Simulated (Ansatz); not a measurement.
**Eigenvalues along a path: Li (fcc type)**

```xyz
1
Lattice="0.0000 2.0063 2.0063 2.0063 0.0000 2.0063 2.0063 2.0063 0.0000" Properties=species:S:1:pos:R:3 pbc="T T T"
Li    0.0000    0.0000    0.0000
```

The cell comes from a relaxation on PAW files under the same functional, begun from a prototype that needn't be the stable phase.

All numbers are PBE results (scalar-relativistic) from Ansatz 0.2.0, with a Γ-centred 17×17×17 k mesh, Fermi–Dirac smearing of 0.08 eV, no spin polarisation. Methods: LAPW: all electrons, basis error target 1 meV/atom.

This run: volume at 0.8 of the series' base cell.

Path points, in fractions of the reciprocal vectors: Γ (0.000, 0.000, 0.000), X (0.500, 0.000, 0.500), U (0.625, 0.250, 0.625), K (0.375, 0.375, 0.750), L (0.500, 0.500, 0.500), W (0.500, 0.250, 0.750). The distance column jumps between branches of the path. Levels in eV from the Fermi level; bands 2 to 4, counted from the lowest band of the run. The gap is zero, the pressure 4.53 GPa.

```
# k(1/Å) point b2 b3 b4
0.000 Γ -3.83 16.86 16.86
0.196 - -3.73 16.06 16.06
0.391 - -3.43 14.62 14.62
0.587 - -2.92 13.22 13.22
0.783 - -2.20 12.03 12.03
0.979 - -1.27 11.07 11.07
1.174 - -0.14 8.61 10.39
1.370 - 1.05 6.56 9.97
1.566 X 1.72 5.59 9.84
1.635 - 1.74 5.58 9.61
1.704 - 1.80 5.53 9.12
1.773 - 1.88 5.42 8.60
1.843 - 2.01 5.23 8.16
1.912 - 2.17 4.92 7.86
1.981 - 2.37 4.51 7.71
2.050 - 2.60 4.01 7.69
2.119 U 2.87 3.47 7.76
3.078 K 2.87 3.47 7.76
3.286 - 1.82 3.89 8.29
3.494 - 0.31 5.23 9.14
3.701 - -0.97 6.88 10.19
3.909 - -2.01 8.84 11.42
4.116 - -2.81 11.07 12.82
4.324 - -3.38 13.49 14.37
4.532 - -3.72 15.80 15.96
4.739 Γ -3.83 16.86 16.86
4.909 - -3.76 15.91 16.66
5.078 - -3.53 13.84 16.22
5.248 - -3.16 11.56 15.75
5.417 - -2.64 9.37 15.36
5.587 - -1.98 7.38 15.09
5.756 - -1.22 5.64 14.92
5.926 - -0.47 4.31 14.85
6.095 L -0.11 3.75 14.83
6.234 - -0.04 3.76 14.47
6.372 - 0.18 3.79 13.33
6.510 - 0.54 3.83 11.77
6.649 - 1.04 3.88 10.13
6.787 - 1.67 3.93 8.56
6.926 - 2.45 3.98 7.11
7.064 - 3.33 4.00 5.82
7.202 W 4.01 4.01 5.00
7.300 - 3.48 4.62 5.02
7.398 - 3.01 5.07 5.29
7.496 - 2.62 5.16 6.03
7.594 - 2.30 5.27 6.84
7.692 - 2.05 5.38 7.69
7.790 - 1.87 5.49 8.58
7.887 - 1.76 5.57 9.41
7.985 X 1.72 5.59 9.84
```
